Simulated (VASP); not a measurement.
# PtS2 in VASP: further runs, part 2 of 2

VASP 6.6.1. The steps go on from the part before.

**5. Single point, PBE**

This run uses another cell than the first one, of 37.28 Å³/atom, 0.837 times its volume.

INCAR reads:

```
ALGO     = Normal         # electronic algorithm
DIPOL    = 0.5 0.5 0.500
EDIFF    = 1E-7           # SCF threshold, eV
ENCUT    = 460            # plane-wave cutoff, eV
GGA      = PE             # functional
IDIPOL   = 3            
ISIF     = 2              # what is computed and relaxed
ISMEAR   = 0              # smearing method
LASPH    = T              # aspherical terms in the spheres
LCHARG   = F              # write CHGCAR
LDIPOL   = T            
LREAL    = F              # projectors in reciprocal space
LVACPOTAV= T            
LVHAR    = T            
LWAVE    = F              # write WAVECAR
NBANDS   = 22             # bands
NELM     = 120            # most SCF steps
PREC     = Accurate       # precision mode
SIGMA    = 0.05           # smearing width, eV
```

KPOINTS reads:

```
k-points
0
Gamma
  9 9 1
```

POSCAR reads:

```
PtS2
1.0
    3.5432000000      0.0000000000      0.0000000000
   -1.7716000000      3.0685012100      0.0000000000
    0.0000000000      0.0000000000     10.2876152000
S Pt
2 1
Direct
    0.6666666667      0.3333333333      0.3888170312
    0.3333333333      0.6666666667      0.6111829688
    0.0000000000      0.0000000000      0.5000000000
```

Started as:

```console
> cat potpaw_PBE.64/S/POTCAR potpaw_PBE.64/Pt/POTCAR > POTCAR
> mpirun -np 1 vasp_std > vasp.out
```

Wall time 35 s (1 thread of Intel Xeon Platinum 8259CL at 2.50GHz (Skylake/Cascade Lake), shared host); peak memory 0.23 GiB.

The run converged, but some of its settings lie outside the range that counts as converged, so its numbers aren't taken as properties of the slab.

What came out:

* Free energy: -15.3215 eV
* Largest force: 1.355 eV/Å
* Band gap on the k mesh: 1.87 eV, indirect (least direct gap 1.92 eV)
* Ionisation potential of the upper face: 6.27 eV

Caveat: spin-orbit coupling is left out, which moves the levels of the heavy elements.

**6. Single point, PBE**

This run uses another cell than the first one, of 62.65 Å³/atom, 1.407 times its volume.

INCAR is that of step 5.

KPOINTS reads:

```
k-points
0
Gamma
  7 7 1
```

POSCAR reads:

```
PtS2
1.0
    3.5432000000      0.0000000000      0.0000000000
   -1.7716000000      3.0685012100      0.0000000000
    0.0000000000      0.0000000000     17.2876152000
S Pt
2 1
Direct
    0.6666666667      0.3333333333      0.4338365884
    0.3333333333      0.6666666667      0.5661634116
    0.0000000000      0.0000000000      0.5000000000
```

Potentials or basis: VASP PAW PBE potentials, release 64 (S, Pt).

Started as:

```console
> cat potpaw_PBE.64/S/POTCAR potpaw_PBE.64/Pt/POTCAR > POTCAR
> mpirun -np 1 vasp_std > vasp.out
```

OUTCAR:

```text
EDIFF = 1E-7
   ENCUT = 460
   GGA = PE
   ISIF = 2
   ISMEAR = 0
   LASPH = T
   LREAL = F
   NELM = 120
   PREC = Accurate

 Found      8 irreducible k-points:

 Following reciprocal coordinates:
            Coordinates               Weight
  0.000000  0.000000  0.000000      1.000000
  0.142857  0.000000  0.000000      6.000000
  0.285714 -0.000000  0.000000      6.000000
  0.428571 -0.000000  0.000000      6.000000
  0.142857  0.142857  0.000000      6.000000
  0.285714  0.142857  0.000000     12.000000
   k-points           NKPTS =      8   k-points in BZ     NKDIM =      8   number of bands    NBANDS=     22
   number of dos      NEDOS =    301   number of ions     NIONS =      3
   total plane-waves  NPLWV =  98784
   dimension x,y,z NGX =    28 NGY =   28 NGZ =  126
   dimension x,y,z NGXF=    56 NGYF=   56 NGZF=  252
   ions per type =               2   1
   NGX,Y,Z   is equivalent  to a cutoff of  13.14, 13.14, 12.12 a.u.
   NGXF,Y,Z  is equivalent  to a cutoff of  26.28, 26.28, 24.23 a.u.
 SYSTEM =  unknown system
   PREC   = accura    normal or accurate (medium, high low for compatibility)
   ISTART =      0    job   : 0-new  1-cont  2-samecut
   ICHARG =      2    charge: 1-file 2-atom 10-const
   ISPIN  =      1    spin polarized calculation?
   LNONCOLLINEAR =      F non collinear calculations
   LSORBIT =      F    spin-orbit coupling
[... 61 lines left out ...]
 fundamental gap:      1.9095073983
 Fermi energy:        -2.4399904237

 k-point     1 :       0.0000    0.0000    0.0000
  band No.  band energies     occupation
      1     -17.3265      2.00000
      2     -14.5539      2.00000
      3      -8.9621      2.00000
      4      -8.9621      2.00000
      5      -8.1754      2.00000
      6      -5.9268      2.00000
[... 139 lines left out ...]
     21       7.6830      0.00000
     22       8.0669      0.00000

 [... further k-points ...]

------------------------ aborting loop because EDIFF is reached ----------------------------------------

  FORCE on cell =-STRESS in cart. coord.  units (eV):
  Direction    XX          YY          ZZ          XY          YZ          ZX
  --------------------------------------------------------------------------------------
  -------------------------------------------------------------------------------------
  Total        3.4852057      3.4852057      3.0831057     -0.0000000      0.0000000      0.0000000
  in kB       29.7085838     29.7085838     26.2810032     -0.0000000      0.0000000      0.0000000
  external PRESSURE =      28.5660569 kB  Pullay stress =       0.0000000 kB

 VOLUME and BASIS-vectors are now :
 -----------------------------------------------------------------------------
  energy-cutoff  :      460.00
  volume of cell :      187.96
      direct lattice vectors                 reciprocal lattice vectors
     3.543200000  0.000000000  0.000000000     0.282230752  0.162946001  0.000000000
    -1.771600000  3.068501210  0.000000000     0.000000000  0.325892001  0.000000000
     0.000000000  0.000000000 17.287615200     0.000000000  0.000000000  0.057844878

 POSITION                                       TOTAL-FORCE (eV/Angst)
 -----------------------------------------------------------------------------------
      1.77160      1.02283      7.50000         0.000000     -0.000000     -1.356773
     -0.00000      2.04567      9.78762        -0.000000      0.000000      1.356773
      0.00000      0.00000      8.64381         0.000000      0.000000      0.000000
 -----------------------------------------------------------------------------------
    total drift:                                0.000000      0.000000     -0.000000

  FREE ENERGIE OF THE ION-ELECTRON SYSTEM (eV)
  ---------------------------------------------------
  free  energy   TOTEN  =       -15.3236620211 eV

  energy  without entropy=      -15.3236620211  energy(sigma->0) =      -15.32366202

 vacuum level on the upper side and lower side of the slab         3.579         3.579
```

Run time: 51 s. Hardware: 1 thread of Intel Xeon Platinum 8259CL at 2.50GHz (Skylake/Cascade Lake), shared host; peak memory 0.31 GiB.

These settings aren't checked as converged: the numbers below hold their error.

What came out:

* Free energy: -15.3237 eV
* Largest force: 1.357 eV/Å
* Band gap on the k mesh: 1.91 eV, indirect (least direct gap 2.06 eV)
* Ionisation potential of the upper face: 6.25 eV

Caveat: spin-orbit coupling is left out, which moves the levels of the heavy elements.
